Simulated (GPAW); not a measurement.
Here is a GPAW 26.7.0 calculation.

Contents of run.py:

```python
import numpy as np
from ase import Atoms
from ase.dft.bandgap import bandgap
from ase.io import write
from ase.units import GPa
from gpaw import GPAW, PW
from gpaw.spinorbit import soc_eigenstates

atoms = Atoms(['Se', 'Zn'],
              cell=[[0.0, 2.8338, 2.8338],
                    [2.8338, 0.0, 2.8338],
                    [2.8338, 2.8338, 0.0]],
              scaled_positions=[[0.75, 0.75, 0.75],
                                [0.0, 0.0, 0.0]],
              pbc=True)

calc = GPAW(mode=PW(600),
            xc='MGGA_X_MS2+GGA_C_REGTPSS',
            kpts={'size': (7, 7, 7), 'gamma': True},
            occupations={'name': 'fermi-dirac', 'width': 0.05},
            nbands=18,
            convergence={'density': 1e-05, 'energy': 1e-05},
            maxiter=150,
            txt='gpaw.txt')
atoms.calc = calc
energy = atoms.get_potential_energy()
forces = atoms.get_forces()
stress = atoms.get_stress()
calc.write('gs.gpw')
write('result.traj', atoms)
print(f'Energy: {energy:.6f} eV')
print('Forces (eV/A):')
print(forces.round(4))
print('Stress (GPa):', (stress / GPa).round(3))
print('Fermi level:', round(calc.get_fermi_level(), 4), 'eV')
print(f'Gap: {bandgap(calc)[0]:.4f} eV, direct: {bandgap(calc, direct=True)[0]:.4f} eV')

path = atoms.cell.bandpath('GXWKGLUWLK,UX', npoints=80, eps=1e-4)
bs_calc = calc.fixed_density(kpts=path, symmetry='off', nbands=29,
                             convergence={'bands': 'CBM+6.0', 'eigenstates': 1e-6}, txt='bands.txt')
bs = bs_calc.band_structure()
bs.write('bs.json')
print(f'Gap on the path: {bandgap(bs_calc)[0]:.4f} eV')

soc = soc_eigenstates(bs_calc, theta=0, phi=0, ignore_xc_potential=True)
np.savetxt('soc_bands.dat', soc.eigenvalues(), fmt='%.4f')
mesh = soc_eigenstates('gs.gpw', theta=0, phi=0, ignore_xc_potential=True)
np.savetxt('soc_mesh.dat', mesh.eigenvalues(), fmt='%.4f')
print('Fermi level with spin-orbit coupling:', round(mesh.fermi_level, 4), 'eV')
```

Potentials or basis: GPAW PAW data sets (gpaw-data 1.2.1), pw.

Command:

```console
$ OMP_NUM_THREADS=1 python run.py
```

(1) Predict the band gap along the path.

(2) Predict the pressure.

(3) Predict the band gap on the k mesh.

Results:

(1) 1.53 eV, direct.

(2) -0.5 GPa.

(3) 1.53 eV, direct.

Caveat: spin-orbit coupling was added after a scalar SCF, so levels and gaps hold it while energy, forces, pressure and moments don't; this program's spin-orbit splittings come out too wide for heavy elements; the PAW data sets were made with another functional, which shifts forces and pressure a little.

**Experimental background.**

From “Alloy Disordering Effects on the Thermal Conductivity and Energy Gap Temperature Dependence of Cd1−xZnxSe Ternary Crystals Grown by the Bridgman Method”, 2023, pmc:10253836, for a bulk crystal of ZnSe at 300 K: band gap 2.695 ± 0.003 eV (an exciton energy, a little under the gap).

Measured gap of ZnSe: 2.695 eV (an exciton energy, a little under the gap; 300 K; “Alloy Disordering Effects on the Thermal Conductivity and Energy Gap Temperature Dependence of Cd1−xZnxSe Ternary Crystals Grown by the Bridgman Method”, 2023, pmc:10253836). This calculation gives 1.53 eV (-1.17 eV). The value is that of MS2, without temperature or zero-point motion.
